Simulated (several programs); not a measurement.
CdSiP2 (I-42d) from a database of computed structures, relaxed with r2SCAN in Ansatz, was computed with several methods. The symmetry is I-42d (No. 122, tetragonal); a = 5.694 Å, c = 10.484 Å in the conventional setting, 21.24 Å³ an atom. Around Cd lie 4 P at 2.57 Å; around Si lie 4 P at 2.26 Å; around P lie 2 Si at 2.26 Å and 2 Cd at 2.57 Å. The values are computed, spin-unpolarised.

Space group I-42d (No. 122). a = 5.694 Å, b = 5.694 Å, c = 10.484 Å, α = 90.00°, β = 90.00°, γ = 90.00°
```json
{"atom": "Cd", "site": "4a", "symmetry": "-4..", "x": "0.0000", "y": "0.5000", "z": "0.2500"}
{"atom": "Si", "site": "4b", "symmetry": "-4..", "x": "0.5000", "y": "0.5000", "z": "0.0000"}
{"atom": "P", "site": "8d", "symmetry": ".2.", "x": "0.7038", "y": "0.7500", "z": "0.1250"}
```

Gaps and times are for a single point on this cell; volume and bulk modulus come from each method's own relaxation or energy curve at fixed shape, which is too stiff where a cell has free coordinates or axes. Times are rough, from shared hosts (AMD EPYC 7R13 Processor; AMD EPYC 7R43 64-Core Processor; Arm Neoverse V1), and each method has its own mesh and cell size. A double dagger marks a value from a curve with shape and coordinates held. PM6 (MOPAC), PM7 (MOPAC), GFN1-xTB (tblite), GFN2-xTB (tblite) treat a cluster of cells at its zone centre, which samples few k points: where these miss a band edge, the gap comes out too large for that reason alone. Gaps from k meshes are read at a limited set of points (mesh, symmetry points, PBE's band edges), so each method's own least gap may be somewhat smaller. xTB and the PM methods were fitted mostly to molecules, and can miss a solid's gap by electronvolts. Minimal bases can be far off for gaps. Times of the plane-wave rungs are withheld (a dash), since they come from other jobs, hosts and meshes; the meshes of hybrids and Hartree-Fock don't converge their gaps to the digits shown. GLLB-SC's gap includes the derivative discontinuity. d marks a direct gap, i an indirect one (no mark: not told apart), a dash a value that wasn't computed or didn't pass its checks.

| method | kind | gap (eV) | own volume (Å³/atom) | bulk modulus (GPa) | atoms computed | processor time |
| --- | --- | --- | --- | --- | --- | --- |
| PBEsol | semilocal | – | 20.91 | – | 8 | – |
| light PBE (260 eV, its own mesh) | light plane-wave | 1.38 d | – | – | 8 | 3.5 s |
| GFN1-xTB (tblite) | tight binding | 2.40 | 22.16‡ | 76‡ | cluster | 4 s |
| GFN2-xTB (tblite) | tight binding | 2.35 | 22.25‡ | 61‡ | cluster | 5.8 s |
| PBE+SOC | semilocal | 1.37 d | – | – | 8 | – |
| PM7 (MOPAC) | semi-empirical | 2.05 | – | – | cluster | 9.6 s |
| PM6 (MOPAC) | semi-empirical | 7.02 | – | – | cluster | 10 s |
| PBE/SZV (CP2K) | small basis | 1.98 d | – | – | 8 | 21 s |
| LDA | semilocal | 1.24 d | 20.40 | – | 8 | – |
| PBE | semilocal | 1.37 d | 21.67 | 75‡ | 8 | – |
| PBE/DZVP (CP2K) | small basis | 1.39 d | 21.80‡ | 74‡ | 8 | 53 s |
| r2SCAN | semilocal | 1.61 d | 21.24 | 84‡ | 8 | – |
| r2SCAN0 | hybrid | 2.80 d | – | – | 8 | – |
| GLLB-SC (GPAW) | model potential | 2.36 | – | – | 8 | 87 s |
| DDH-PBE0 | hybrid | 1.84 d | – | – | 8 | – |
| HSE06 | hybrid | 2.01 d | – | – | 8 | – |
| PBE0 | hybrid | 2.67 d | – | – | 8 | – |

Task: How far from the measured values lie the methods that can be set against them?

Result:
- Band gap, measured 2.15 eV (unstated; set against each method's least gap): light PBE (260 eV, its own mesh) -0.77 eV, GFN1-xTB (tblite) +0.25 eV, GFN2-xTB (tblite) +0.20 eV, PBE+SOC -0.78 eV, PM7 (MOPAC) -0.10 eV, PM6 (MOPAC) +4.87 eV, PBE/SZV (CP2K) -0.17 eV, LDA -0.91 eV, PBE -0.78 eV, PBE/DZVP (CP2K) -0.76 eV, r2SCAN -0.54 eV, r2SCAN0 +0.65 eV, GLLB-SC (GPAW) +0.21 eV, DDH-PBE0 -0.31 eV, HSE06 -0.14 eV, PBE0 +0.52 eV.
The calculations are for a static lattice; samples hold vibrations, temperature and, in optical gaps, excitons. A measured value is shown where most reports agree with it, and only for the quantities listed. Sources: 2.15 eV (experimental band gap quoted from earlier work; “Uncovering a Vital Band Gap Mechanism of Pnictides”; Literature value; the paper's Table 1 lists 2.2 eV as the experimental gap instead; 2022; pmc:9109059).

Only the rows marked +SOC include spin-orbit coupling.
